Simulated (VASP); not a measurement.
# LiF (Griceite) (Fm-3m) in VASP: further runs

One crystal, LiF (Griceite), is run at these levels: PBEsol, LDA; tasks: relaxation of cell and atoms.

All numbers are computed with VASP 6.6.1; they aren't measurements. Logs are shortened: lines on timing, memory, paths and dates and some standing lists are left out, and cuts for length are marked.

### 1 The structure

Symmetry: Fm-3m, No. 225, cubic system. The conventional cell has a = 3.997 Å, b = 3.997 Å, c = 3.997 Å, α = 90.00°, β = 90.00°, γ = 90.00°. Around Li (site symmetry m-3m) lie 6 F at 2.00 Å. F (site symmetry m-3m) has 6 Li at 2.00 Å as nearest neighbours.

### 2 Relaxation of cell and atoms, PBEsol

Input file INCAR:

```
SYSTEM = LiF
ALGO     = Normal         ! electronic algorithm
EDIFF    = 1E-7           ! SCF threshold, eV
EDIFFG   = -0.005         ! ionic threshold
ENCUT    = 600            ! plane-wave cutoff, eV
GGA      = PS             ! functional
IBRION   = 2              ! ionic algorithm
ISIF     = 3              ! what is computed and relaxed
ISMEAR   = 0              ! smearing method
KPAR     = 4            
LASPH    = .True.         ! aspherical terms in the spheres
LCHARG   = .False.        ! write CHGCAR
LREAL    = .False.        ! projectors in reciprocal space
LWAVE    = .False.        ! write WAVECAR
NELM     = 80             ! most SCF steps
NSW      = 90             ! ionic steps
PREC     = Accurate       ! precision mode
SIGMA    = 0.03           ! smearing width, eV
```

Input file KPOINTS:

```
k-points
0
Gamma
  12 12 12
  0 0 0
```

Input file POSCAR:

```
LiF                                     
1.0
    0.0000000000      1.9984797583      1.9984797583
    1.9984797583      0.0000000000      1.9984797583
    1.9984797583      1.9984797583      0.0000000000
  Li              F             
     1     1
Direct
     1.0000000000000000    1.0000000000000000    0.0000000000000000
     0.5000000000000000    0.5000000000000000    0.5000000000000000
```

Potentials or basis: VASP PAW PBE potentials, release 64 (Li_sv, F).

Started as:

```console
$ cat potpaw_PBE.64/Li_sv/POTCAR potpaw_PBE.64/F/POTCAR > POTCAR
$ mpirun -np 4 vasp_std > vasp.out
```

OUTCAR:

```text
SYSTEM = LiF
   EDIFF = 1E-7
   EDIFFG = -0.005
   ENCUT = 600
   GGA = PS
   IBRION = 2
   ISIF = 3
   ISMEAR = 0
   LASPH = .True.
   LREAL = .False.
   NELM = 80
   NSW = 90
   PREC = Accurate

 ion  position               nearest neighbor table
   1  0.000  0.000  0.000-   2 2.00   2 2.00   2 2.00   2 2.00   2 2.00   2 2.00
   2  0.500  0.500  0.500-   1 2.00   1 2.00   1 2.00   1 2.00   1 2.00   1 2.00

  LATTYP: Found a face centered cubic cell.
 ALAT       =     3.9969595166

  Lattice vectors:

 A1 = (   0.0000000000,   1.9984797583,   1.9984797583)
 A2 = (   1.9984797583,   0.0000000000,   1.9984797583)
 A3 = (   1.9984797583,   1.9984797583,   0.0000000000)

Analysis of symmetry for initial positions (statically):
=====================================================================
 Subroutine PRICEL returns:
 Original cell was already a primitive cell.

 Routine SETGRP: Setting up the symmetry group for a
 face centered cubic supercell.

 Subroutine GETGRP returns: Found 48 space group operations
 (whereof 48 operations were pure point group operations)
 out of a pool of 48 trial point group operations.

The static configuration has the point symmetry O_h .

Analysis of symmetry for dynamics (positions and initial velocities):
=====================================================================
 Subroutine PRICEL returns:
 Original cell was already a primitive cell.

 Routine SETGRP: Setting up the symmetry group for a
 face centered cubic supercell.

 Subroutine GETGRP returns: Found 48 space group operations
 (whereof 48 operations were pure point group operations)
 out of a pool of 48 trial point group operations.

The dynamic configuration has the point symmetry O_h .

 Subroutine INISYM returns: Found 48 space group operations
 (whereof 48 operations are pure point group operations),
 and found     1 'primitive' translations

----------------------------------------------------------------------------------------

                                     Primitive cell

  volume of cell :      15.9635

  direct lattice vectors                    reciprocal lattice vectors
     0.000000000  1.998479758  1.998479758    -0.250190175  0.250190175  0.250190175
     1.998479758  0.000000000  1.998479758     0.250190175 -0.250190175  0.250190175
     1.998479758  1.998479758  0.000000000     0.250190175  0.250190175 -0.250190175

  length of vectors
     2.826277178  2.826277178  2.826277178     0.433342094  0.433342094  0.433342094

  position of ions in fractional coordinates (direct lattice)
     0.000000000  0.000000000  0.000000000
     0.500000000  0.500000000  0.500000000

  ion indices of the primitive-cell ions
   primitive index   ion index
                 1           1
                 2           2

----------------------------------------------------------------------------------------

 KPOINTS: k-points

Automatic generation of k-mesh.
 Grid dimensions read from file:
 generate k-points for:   12   12   12

 Generating k-lattice:

  Cartesian coordinates                     Fractional coordinates (reciprocal lattice)
    -0.020849181  0.020849181  0.020849181     0.083333333  0.000000000  0.000000000
     0.020849181 -0.020849181  0.020849181     0.000000000  0.083333333  0.000000000
     0.020849181  0.020849181 -0.020849181     0.000000000  0.000000000  0.083333333

  Length of vectors
     0.036111841  0.036111841  0.036111841

  Shift w.r.t. Gamma in fractional coordinates (k-lattice)
     0.000000000  0.000000000  0.000000000

 Subroutine IBZKPT returns following result:
 ===========================================

 Found     72 irreducible k-points:

 Following reciprocal coordinates:
            Coordinates               Weight
  0.000000  0.000000  0.000000      1.000000
  0.083333  0.000000  0.000000      8.000000
  0.166667  0.000000  0.000000      8.000000
  0.250000  0.000000  0.000000      8.000000
  0.333333  0.000000  0.000000      8.000000
  0.416667  0.000000  0.000000      8.000000
[... 16 lines left out ...]
  0.500000  0.166667  0.000000     24.000000
 -0.416667  0.166667  0.000000     24.000000
 [... further k-points ...]
   k-points           NKPTS =     72   k-points in BZ     NKDIM =     72   number of bands    NBANDS=      9
   number of dos      NEDOS =    301   number of ions     NIONS =      2
   total plane-waves  NPLWV =  13824
   dimension x,y,z NGX =    24 NGY =   24 NGZ =   24
   dimension x,y,z NGXF=    48 NGYF=   48 NGZF=   48
   ions per type =               1   1
   NGX,Y,Z   is equivalent  to a cutoff of  14.12, 14.12, 14.12 a.u.
   NGXF,Y,Z  is equivalent  to a cutoff of  28.23, 28.23, 28.23 a.u.
 SYSTEM =  LiF
   PREC   = accura    normal or accurate (medium, high low for compatibility)
   ISTART =      0    job   : 0-new  1-cont  2-samecut
   ICHARG =      2    charge: 1-file 2-atom 10-const
   ISPIN  =      1    spin polarized calculation?
   LNONCOLLINEAR =      F non collinear calculations
   LSORBIT =      F    spin-orbit coupling
   LASPH  =      T    aspherical Exc in radial PAW
   ENCUT  =  600.0 eV  44.10 Ry    6.64 a.u.   5.64  5.64  5.64*2*pi/ulx,y,z
   NELM   =     80;   NELMIN=  2; NELMDL= -5     # of ELM steps
   EDIFF  = 0.1E-06   stopping-criterion for ELM
   LREAL  =      F    real-space projection
   EDIFFG = -.5E-02   stopping-criterion for IOM
   NSW    =     90    number of steps for IOM
   IBRION =      2    ionic relax: 0-MD 1-quasi-New 2-CG
   NFREE  =      1    steps in history (QN), initial steepest desc. (CG)
   ISIF   =      3    stress and relaxation
   ISYM   =      2    0-nonsym 1-usesym 2-fastsym
   POTIM  = 0.5000    time-step for ionic-motion
   TEBEG  =    0.0;   TEEND  =   0.0 temperature during run
   PSTRESS=    0.0 pullay stress
   NELECT =      10.0000    total number of electrons
   NUPDOWN=      -1.0000    fix difference up-down
   EMIN   =  10.00;   EMAX   =-10.00  energy-range for DOS
   EFERMI =   0.00;   METHOD = LEGACY
   ISMEAR =     0;   SIGMA  =   0.03  broadening in eV -4-tet -1-fermi 0-gaus
   EFERMI_NEDOS =   21; number of points for ismear=-14 and -15
   IALGO  =     38    algorithm
   IMIX   =      4    mixing-type and parameters
     AMIX     =   0.40;   BMIX     =  1.00
     AMIX_MAG =   1.60;   BMIX_MAG =  1.00
  volume/ion in A,a.u.               =       7.98        53.86
  Fermi-wavevector in a.u.,A,eV,Ry     =   1.400764  2.647061 26.696546  1.962141
  Thomas-Fermi vector in A             =   2.523692
   LORBIT       =      0    0 simple, 1 ext, 2 COOP (PROOUT), +10 PAW based schemes
   GGA     = PS    functional components
   LHFCALC =     F    Hartree Fock is set to
   AEXX    =    0.0000 exact exchange contribution
   IVDW    =     0    specifies the selected vdW correction
   LEPSILON=     F    determine dielectric tensor
   LRPA    =     F    only Hartree local field effects (RPA)
 conjugate gradient relaxation of ions
 non-spin polarized calculation
 Gauss-broadening in eV      SIGMA  =   0.03
  energy-cutoff  :      600.00
  volume of cell :       15.96
 maximum number of plane-waves:       547
   NGX = 11   NGY = 11   NGZ = 11

 number of electron      10.0000000 magnetization

 number of electron       9.9999996 magnetization

 Free energy of the ion-electron system (eV)
  ---------------------------------------------------
  ext. energy  EPLUGINS =         0.00000000
  ---------------------------------------------------
  free energy    TOTEN  =        -9.85491060 eV

  energy without entropy =       -9.85491060  energy(sigma->0) =       -9.85491060

 E-fermi :  -0.6912     XC(G=0): -10.3190

 val. band max:       -0.9695193433   @ k =   0.0000   0.0000   0.0000
 cond. band min:       8.1544821728   @ k =   0.0000   0.0000   0.0000
 fundamental gap:      9.1240015161
 Fermi energy:        -0.6911583101

 k-point     1 :       0.0000    0.0000    0.0000
  band No.  band energies     occupation
      1     -41.1247      2.00000
      2     -20.8983      2.00000
      3      -0.9695      2.00000
      4      -0.9695      2.00000
      5      -0.9695      2.00000
      6       8.1545      0.00000
      7      23.1562      0.00000
      8      23.1567      0.00000
      9      23.1788      0.00000

 k-point     2 :       0.0833    0.0000    0.0000
  band No.  band energies     occupation
      1     -41.1200      2.00000
      2     -20.8698      2.00000
      3      -1.1824      2.00000
      4      -0.9866      2.00000
      5      -0.9866      2.00000
      6       8.3627      0.00000
      7      20.8181      0.00000
      8      22.0897      0.00000
      9      22.0897      0.00000

 k-point     3 :       0.1667    0.0000    0.0000
  band No.  band energies     occupation
      1     -41.1071      2.00000
      2     -20.7905      2.00000
      3      -1.7259      2.00000
      4      -1.0325      2.00000
      5      -1.0325      2.00000
      6       8.8654      0.00000
      7      18.5571      0.00000
      8      20.8134      0.00000
      9      20.8134      0.00000

 k-point     4 :       0.2500    0.0000    0.0000
  band No.  band energies     occupation
      1     -41.0895      2.00000
      2     -20.6785      2.00000
      3      -2.3998      2.00000
      4      -1.0935      2.00000
      5      -1.0935      2.00000
      6       9.3886      0.00000
      7      16.9665      0.00000
      8      19.6402      0.00000
      9      19.6403      0.00000

 k-point     5 :       0.3333    0.0000    0.0000
  band No.  band energies     occupation
      1     -41.0716      2.00000
      2     -20.5618      2.00000
      3      -3.0188      2.00000
      4      -1.1525      2.00000
      5      -1.1525      2.00000
      6       9.6868      0.00000
      7      16.1350      0.00000
      8      18.7252      0.00000
      9      18.7252      0.00000

 k-point     6 :       0.4167    0.0000    0.0000
  band No.  band energies     occupation
      1     -41.0589      2.00000
      2     -20.4735      2.00000
      3      -3.4481      2.00000
      4      -1.1948      2.00000
      5      -1.1948      2.00000
      6       9.7395      0.00000
      7      15.8823      0.00000
      8      18.1500      0.00000
      9      18.1501      0.00000
[... 169 lines left out ...]
 k-point    21 :       0.3333    0.1667    0.0000
  band No.  band energies     occupation
      1     -41.0728      2.00000
      2     -20.5414      2.00000
      3      -2.7384      2.00000
      4      -1.4760      2.00000
      5      -1.4335      2.00000
      6      10.4469      0.00000
      7      16.2547      0.00000
      8      18.7299      0.00000
      9      19.2746      0.00000

 k-point    22 :       0.4167    0.1667    0.0000
  band No.  band energies     occupation
      1     -41.0585      2.00000
      2     -20.4361      2.00000
      3      -3.1981      2.00000
      4      -1.6556      2.00000
      5      -1.4588      2.00000
      6      10.7908      0.00000
      7      15.4825      0.00000
      8      18.2714      0.00000
      9      18.7253      0.00000

 k-point    23 :       0.5000    0.1667    0.0000
  band No.  band energies     occupation
      1     -41.0497      2.00000
      2     -20.3699      2.00000
      3      -3.4544      2.00000
      4      -1.8293      2.00000
      5      -1.4242      2.00000
      6      10.8692      0.00000
      7      15.1794      0.00000
      8      18.1246      0.00000
      9      18.3415      0.00000

 k-point    24 :      -0.4167    0.1667    0.0000
  band No.  band energies     occupation
      1     -41.0483      2.00000
      2     -20.3635      2.00000
      3      -3.4560      2.00000
      4      -1.9451      2.00000
      5      -1.3383      2.00000
      6      10.8329      0.00000
      7      15.0582      0.00000
      8      18.2131      0.00000
      9      18.2294      0.00000

 [... further k-points ...]

------------------------ aborting loop because EDIFF is reached ----------------------------------------

  FORCE on cell =-STRESS in cart. coord.  units (eV):
  Direction    XX          YY          ZZ          XY          YZ          ZX
  --------------------------------------------------------------------------------------
  -------------------------------------------------------------------------------------
  Total        0.0084141      0.0084141      0.0084141      0.0000000     -0.0000000      0.0000000
  in kB        0.8444760      0.8444760      0.8444760      0.0000000     -0.0000000      0.0000000
  external PRESSURE =       0.8444760 kB  Pullay stress =       0.0000000 kB

 VOLUME and BASIS-vectors are now :
 -----------------------------------------------------------------------------
  energy-cutoff  :      600.00
  volume of cell :       15.96
      direct lattice vectors                 reciprocal lattice vectors
     0.000000000  1.998479758  1.998479758    -0.250190175  0.250190175  0.250190175
     1.998479758  0.000000000  1.998479758     0.250190175 -0.250190175  0.250190175
     1.998479758  1.998479758  0.000000000     0.250190175  0.250190175 -0.250190175

 POSITION                                       TOTAL-FORCE (eV/Angst)
 -----------------------------------------------------------------------------------
      0.00000      0.00000      0.00000        -0.000000     -0.000000      0.000000
      1.99848      1.99848      1.99848         0.000000      0.000000     -0.000000
 -----------------------------------------------------------------------------------
    total drift:                               -0.000000     -0.000000      0.000000

  FREE ENERGIE OF THE ION-ELECTRON SYSTEM (eV)
  ---------------------------------------------------
  free  energy   TOTEN  =        -9.8549106018 eV

  energy  without entropy=       -9.8549106018  energy(sigma->0) =       -9.85491060

 reached required accuracy - stopping structural energy minimisation
```

Run time: 2.5 s. Hardware: 4 MPI ranks of AMD EPYC 9R45 (Zen 5), shared host; peak memory 0.11 GiB.

What came out:

```yaml
Free_energy: -9.8549 eV
Pressure_after_relaxing: 0.1 GPa
Band_gap_on_the_k_mesh: 9.12 eV, direct
```

Final structure:
```xyz
2
Lattice="0.0000 1.9985 1.9985 1.9985 0.0000 1.9985 1.9985 1.9985 0.0000" Properties=species:S:1:pos:R:3 pbc="T T T"
Li    0.0000    0.0000    0.0000
F     1.9985    1.9985    1.9985
```

Caveat: the cutoff is under 1.25 times the usual one of these potentials, so pressure, stress and relaxed cells hold a basis-set (Pulay) error; the relaxation stopped at its first step, so nothing moved; the PAW data sets were made with another functional, which shifts forces and pressure a little.

### 3 Relaxation of cell and atoms, LDA

This run uses another cell than the first one, of 8.17 Å³/atom, 1.023 times its volume.

Input file INCAR:

```
PREC = Accurate
ENCUT = 600
EDIFF = 1E-6
ISMEAR = 0
SIGMA = 0.03
LREAL = False
LASPH = True
NELM = 80
ALGO = Normal
ISIF = 3
LWAVE = False
LCHARG = False
IBRION = 2
NSW = 90
EDIFFG = -0.01
```

Input file KPOINTS:

```
regular mesh
0
Gamma
  12 12 12
```

Input file POSCAR:

```
LiF
1.0
    0.0000000000      2.0140000000      2.0140000000
    2.0140000000      0.0000000000      2.0140000000
    2.0140000000      2.0140000000      0.0000000000
Li F
1 1
Direct
    0.0000000000      0.0000000000      0.0000000000
    0.5000000000      0.5000000000      0.5000000000
```

Potentials or basis: VASP PAW LDA potentials, release 64 (Li_sv, F).

Started as:

```console
$ cat potpaw_LDA.64/Li_sv/POTCAR potpaw_LDA.64/F/POTCAR > POTCAR
$ mpirun -np 1 vasp_std > vasp.out
```

It took 16 s on 1 thread of AMD EPYC 9R45 (Zen 5), shared host; peak memory 0.1 GiB.

The run converged. Its results:

| Item | Value |
| --- | --- |
| Free energy | -10.5107 eV |
| Relaxed volume | 7.39 Å³/atom |
| Relaxed cell | a = 2.755 Å, b = 2.755 Å, c = 2.755 Å, α = 60.00°, β = 60.00°, γ = 60.00° |
| Space group after relaxing (to 0.05 Å) | Fm-3m (No. 225) |
| Energy gained by relaxing | 18.5 meV/atom |
| Ionic steps | 4 |
| Pressure after relaxing | 0.0 GPa |
| Band gap on the k mesh | 9.79 eV, direct |

Step by step:
```tsv
step	energy change (eV)	largest force (eV/Å)	pressure (GPa)	volume (Å³)
1	0.0000	0.0000	-7.01	16.34
2	-0.0283	0.0000	-3.74	15.51
3	-0.0369	0.0000	-0.49	14.88
4	-0.0371	0.0000	0.01	14.79
```

Final structure:
```
CELL_PARAMETERS angstrom
0.00000 1.94822 1.94822
1.94822 0.00000 1.94822
1.94822 1.94822 0.00000
ATOMIC_POSITIONS crystal
Li 0.00000 0.00000 0.00000
F 0.50000 0.50000 0.50000
```

Levels at points of the mesh, in eV from the valence-band top:
```tsv
k point	band 1	band 2	band 3	band 4	band 5	band 6	band 7	band 8	band 9
(0.00, 0.00, 0.00)	-39.57	-19.86	0.00	0.00	0.00	9.79	24.76	24.76	24.76
(0.50, 0.00, 0.00)	-39.47	-19.34	-2.90	-0.27	-0.27	10.90	17.58	19.19	19.19
(0.50, 0.50, 0.00)	-39.44	-18.96	-3.58	-1.19	-1.19	15.37	16.49	18.38	20.94
```

Caveat: the cutoff is under 1.25 times the usual one of these potentials, so pressure, stress and relaxed cells hold a basis-set (Pulay) error.
